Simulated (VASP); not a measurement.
# Sb (I4/mmm) in VASP: notebook

The runs below take Sb through single point, with r2SCAN.

All numbers are computed with VASP 6.6.1; they aren't measurements. Logs are shortened: lines on timing, memory, paths and dates and some standing lists are left out, and cuts for length are marked.

## (1) The structure

The structure is tetragonal, space group I4/mmm (No. 139). Conventional cell: a = 3.153 Å, b = 3.153 Å, c = 5.424 Å, α = 90.00°, β = 90.00°, γ = 90.00°. Sb (site symmetry 4/mmm) has 12 Sb at 3.15 to 3.51 Å as nearest neighbours.

This isn't the form of Sb at room conditions, which is rhombohedral.

## (2) Single point, r2SCAN

INCAR

```
SYSTEM = Sb
PREC = Accurate
ENCUT = 400
EDIFF = 1E-6
ISMEAR = 0
SIGMA = 0.1
LREAL = .FALSE.
LASPH = .TRUE.
NELM = 100
ALGO = Normal
ISIF = 2
LWAVE = .FALSE.
LCHARG = .FALSE.
METAGGA = R2SCAN
LMIXTAU = .TRUE.
ADDGRID = .FALSE.
```

KPOINTS

```
regular mesh
0
G
  11 11 11
  0 0 0
```

POSCAR

```
Sb
1.0
   -1.5765401831      1.5765401831      2.7119384313
    1.5765401831     -1.5765401831      2.7119384313
    1.5765401831      1.5765401831     -2.7119384313
Sb
1
Direct
    0.0000000000      0.0000000000      0.0000000000
```

Potentials or basis: VASP PAW PBE potentials, release 64 (Sb).

Command:

```console
> cat potpaw_PBE.64/Sb/POTCAR > POTCAR
> mpirun -np 1 vasp_std > vasp.out
```

OUTCAR:

```text
SYSTEM = Sb
   PREC = Accurate
   ENCUT = 400
   EDIFF = 1E-6
   ISMEAR = 0
   LREAL = .FALSE.
   LASPH = .TRUE.
   NELM = 100
   ISIF = 2
   METAGGA = R2SCAN

 Found    126 irreducible k-points:

 Following reciprocal coordinates:
            Coordinates               Weight
  0.000000  0.000000  0.000000      1.000000
  0.090909  0.000000  0.000000      8.000000
  0.181818  0.000000 -0.000000      8.000000
  0.272727  0.000000 -0.000000      8.000000
  0.363636  0.000000 -0.000000      8.000000
  0.454545  0.000000 -0.000000      8.000000
   k-points           NKPTS =    126   k-points in BZ     NKDIM =    126   number of bands    NBANDS=      6
   number of dos      NEDOS =    301   number of ions     NIONS =      1
   total plane-waves  NPLWV =  13824
   dimension x,y,z NGX =    24 NGY =   24 NGZ =   24
   dimension x,y,z NGXF=    48 NGYF=   48 NGZF=   48
   ions per type =               1
   NGX,Y,Z   is equivalent  to a cutoff of  11.36, 11.36, 11.36 a.u.
   NGXF,Y,Z  is equivalent  to a cutoff of  22.73, 22.73, 22.73 a.u.
 SYSTEM =  Sb
   PREC   = accura    normal or accurate (medium, high low for compatibility)
   ISTART =      0    job   : 0-new  1-cont  2-samecut
   ICHARG =      2    charge: 1-file 2-atom 10-const
   ISPIN  =      1    spin polarized calculation?
   LNONCOLLINEAR =      F non collinear calculations
   LSORBIT =      F    spin-orbit coupling
   LASPH  =      T    aspherical Exc in radial PAW
   ENCUT  =  400.0 eV  29.40 Ry    5.42 a.u.   5.73  5.73  5.73*2*pi/ulx,y,z
   NELM   =    100;   NELMIN=  2; NELMDL= -5     # of ELM steps
   EDIFF  = 0.1E-05   stopping-criterion for ELM
   LREAL  =      F    real-space projection
   EDIFFG = 0.1E-04   stopping-criterion for IOM
   NSW    =      0    number of steps for IOM
   IBRION =     -1    ionic relax: 0-MD 1-quasi-New 2-CG
   NFREE  =      0    steps in history (QN), initial steepest desc. (CG)
   ISIF   =      2    stress and relaxation
   ISYM   =      2    0-nonsym 1-usesym 2-fastsym
   POTIM  = 0.5000    time-step for ionic-motion
   TEBEG  =    0.0;   TEEND  =   0.0 temperature during run
   PSTRESS=    0.0 pullay stress
   NELECT =       5.0000    total number of electrons
   NUPDOWN=      -1.0000    fix difference up-down
   EMIN   =  10.00;   EMAX   =-10.00  energy-range for DOS
   EFERMI =   0.00;   METHOD = LEGACY
   ISMEAR =     0;   SIGMA  =   0.10  broadening in eV -4-tet -1-fermi 0-gaus
   EFERMI_NEDOS =   21; number of points for ismear=-14 and -15
   IALGO  =     38    algorithm
   IMIX   =      4    mixing-type and parameters
     AMIX     =   0.40;   BMIX     =  1.00
     AMIX_MAG =   1.60;   BMIX_MAG =  1.00
  volume/ion in A,a.u.               =      26.96       181.95
  Fermi-wavevector in a.u.,A,eV,Ry     =   0.933573  1.764197 11.858269  0.871558
  Thomas-Fermi vector in A             =   2.060288
   LORBIT       =      0    0 simple, 1 ext, 2 COOP (PROOUT), +10 PAW based schemes
   METAGGA = R2SCAN    functional components
   LHFCALC =     F    Hartree Fock is set to
   AEXX    =    0.0000 exact exchange contribution
   IVDW    =     0    specifies the selected vdW correction
   LEPSILON=     F    determine dielectric tensor
   LRPA    =     F    only Hartree local field effects (RPA)
 non-spin polarized calculation
 Gauss-broadening in eV      SIGMA  =   0.10
  energy-cutoff  :      400.00
  volume of cell :       26.96
 maximum number of plane-waves:       501
   NGX = 11   NGY = 11   NGZ = 11

 number of electron       5.0000001 magnetization

 Free energy of the ion-electron system (eV)
  ---------------------------------------------------
  ext. energy  EPLUGINS =         0.00000000
  ---------------------------------------------------
  free energy    TOTEN  =       -25.26358229 eV

  energy without entropy =      -25.26076357  energy(sigma->0) =      -25.26217293

 E-fermi :   8.5048     XC(G=0): -10.7898

 val. band max:        8.4574976270   @ k =  -0.3636   0.1818   0.0909
 cond. band min:       8.5226004737   @ k =  -0.1818   0.3636   0.0909
 fundamental gap:      0.0651028468
 Fermi energy:         8.5048287340

 k-point     1 :       0.0000    0.0000    0.0000
  band No.  band energies     occupation
      1      -5.1337      2.00000
      2      13.3318      0.00000
      3      14.1980      0.00000
      4      14.1980      0.00000
      5      18.1673      0.00000
      6      19.6753      0.00000

 k-point     2 :       0.0909    0.0000    0.0000
  band No.  band energies     occupation
      1      -4.9581      2.00000
      2      12.4605      0.00000
      3      13.1763      0.00000
      4      14.1600      0.00000
      5      18.0655      0.00000
      6      18.6226      0.00000

 k-point     3 :       0.1818    0.0000   -0.0000
  band No.  band energies     occupation
      1      -4.4342      2.00000
      2       9.8107      0.00000
      3      12.2201      0.00000
      4      14.0897      0.00000
      5      16.8348      0.00000
      6      18.5153      0.00000

 k-point     4 :       0.2727    0.0000   -0.0000
  band No.  band energies     occupation
      1      -3.5761      2.00000
      2       7.0180      2.00000
      3      11.3396      0.00000
      4      14.0586      0.00000
      5      15.9314      0.00000
      6      18.4507      0.00000

 k-point     5 :       0.3636    0.0000   -0.0000
  band No.  band energies     occupation
      1      -2.4375      2.00000
      2       4.5094      2.00000
      3      10.6787      0.00000
      4      14.0875      0.00000
      5      15.3418      0.00000
      6      18.6351      0.00000

 k-point     6 :       0.4545    0.0000   -0.0000
  band No.  band energies     occupation
      1      -1.2867      2.00000
      2       2.6561      2.00000
      3      10.3293      0.00000
      4      14.1326      0.00000
      5      15.0505      0.00000
      6      19.0554      0.00000

 [... further k-points ...]

------------------------ aborting loop because EDIFF is reached ----------------------------------------

  FORCE on cell =-STRESS in cart. coord.  units (eV):
  Direction    XX          YY          ZZ          XY          YZ          ZX
  --------------------------------------------------------------------------------------
  -------------------------------------------------------------------------------------
  Total        0.0988799      0.0988799      0.2295294      0.0000000     -0.0000000      0.0000000
  in kB        5.8758244      5.8758244     13.6395180      0.0000000     -0.0000000      0.0000000
  external PRESSURE =       8.4637223 kB  Pullay stress =       0.0000000 kB

 VOLUME and BASIS-vectors are now :
 -----------------------------------------------------------------------------
  energy-cutoff  :      400.00
  volume of cell :       26.96
      direct lattice vectors                 reciprocal lattice vectors
    -1.576540183  1.576540183  2.711938431     0.000000000  0.317150178  0.184369967
     1.576540183 -1.576540183  2.711938431     0.317150178  0.000000000  0.184369967
     1.576540183  1.576540183 -2.711938431     0.317150178  0.317150178  0.000000000

 POSITION                                       TOTAL-FORCE (eV/Angst)
 -----------------------------------------------------------------------------------
      0.00000      0.00000      0.00000        -0.000000     -0.000000      0.000000
 -----------------------------------------------------------------------------------
    total drift:                                0.000000      0.000000      0.000000

  FREE ENERGIE OF THE ION-ELECTRON SYSTEM (eV)
  ---------------------------------------------------
  free  energy   TOTEN  =       -25.2635822901 eV

  energy  without entropy=      -25.2607635733  energy(sigma->0) =      -25.26217293
```

OSZICAR:

```text
N       E                     dE             d eps       ncg     rms          rms(c)
DAV:   1    -0.161381181022E+02   -0.16138E+02   -0.14618E+03  1530   0.446E+02
DAV:   2    -0.257315416519E+02   -0.95934E+01   -0.92162E+01  2148   0.687E+01
DAV:   3    -0.258835557716E+02   -0.15201E+00   -0.15154E+00  1806   0.919E+00
DAV:   4    -0.258841116953E+02   -0.55592E-03   -0.55577E-03  2058   0.712E-01
DAV:   5    -0.258841138299E+02   -0.21346E-05   -0.21338E-05  1896   0.324E-02    0.152E+00
DAV:   6    -0.251459494060E+02    0.73816E+00   -0.12203E-01  1650   0.333E+00    0.980E-01
DAV:   7    -0.253125973394E+02   -0.16665E+00   -0.10827E-01  1518   0.298E+00    0.168E-01
DAV:   8    -0.252632161991E+02    0.49381E-01   -0.55804E-02  1584   0.221E+00    0.741E-02
DAV:   9    -0.252626000901E+02    0.61611E-03   -0.53593E-04  1968   0.224E-01    0.928E-02
DAV:  10    -0.252616226158E+02    0.97747E-03   -0.15248E-03  1536   0.367E-01    0.412E-02
DAV:  11    -0.252631526354E+02   -0.15300E-02   -0.96547E-04  1602   0.332E-01    0.394E-02
DAV:  12    -0.252633380221E+02   -0.18539E-03   -0.11307E-04  1596   0.104E-01    0.291E-02
DAV:  13    -0.252633755283E+02   -0.37506E-04   -0.59856E-06  1998   0.254E-02    0.271E-02
DAV:  14    -0.252634293651E+02   -0.53837E-04   -0.45901E-06  1560   0.280E-02    0.198E-02
DAV:  15    -0.252635831721E+02   -0.15381E-03   -0.13581E-04  1518   0.140E-01    0.215E-03
DAV:  16    -0.252635822901E+02    0.88197E-06   -0.32995E-06  2028   0.180E-02
   1 F= -.25263582E+02 E0= -.25262173E+02  d E =-.281872E-02
```

stdout:

```text
POSCAR found type information on POSCAR Sb
 POSCAR found :  1 types and       1 ions
 scaLAPACK will be used
 -----------------------------------------------------------------------------
|                                                                             |
|                                                                             |
|     You enforced a specific xc type in the INCAR file but a different       |
|     I HOPE YOU KNOW WHAT YOU ARE DOING!                                     |
|                                                                             |
 -----------------------------------------------------------------------------

 LDA part: xc-table for (None), standard interpolation
 POSCAR, INCAR and KPOINTS ok, starting setup
 FFT: planning ... GRIDC
 FFT: planning ... GRID_SOFT
 FFT: planning ... GRID
 WAVECAR not read
 entering main loop
```

Wall time 20 s (1 thread of Intel Xeon 6975P-C (Granite Rapids), shared host); peak memory 0.15 GiB.

These settings aren't checked as converged: the numbers below hold their error.

What came out:

- Free energy: -25.2636 eV
- Pressure: 0.8 GPa
- Band gap on the k mesh: none (metal or under the smearing width)

Caveat: the PAW data sets were made with another functional, which shifts forces and pressure a little.

## (3) Single point, r2SCAN

INCAR is that of step 2.

KPOINTS is that of step 2.

POSCAR

```
Sb
1.0
   -1.5638750000      1.6131910000      2.7402030000
    1.6104090000     -1.5604430000      2.7365900000
    1.5281950000      1.5247630000     -2.7095380000
Sb
1
Direct
    0.0004760000      0.0218010000      0.0165680000
```

Potentials or basis: VASP PAW PBE potentials, release 64 (Sb).

Command:

```console
> cat potpaw_PBE.64/Sb/POTCAR > POTCAR
> mpirun -np 1 vasp_std > vasp.out
```

Run time: 1.7 min. Hardware: 1 thread of Intel Xeon 6975P-C (Granite Rapids), shared host; peak memory 0.2 GiB.

These settings aren't checked as converged: the numbers below hold their error.

Results:

| Item | Value |
| --- | --- |
| Free energy | -25.2646 eV |
| Pressure | 1.1 GPa |
| Band gap on the k mesh | none (metal or under the smearing width) |

Caveat: the PAW data sets were made with another functional, which shifts forces and pressure a little.

[end of part 1 of 2]
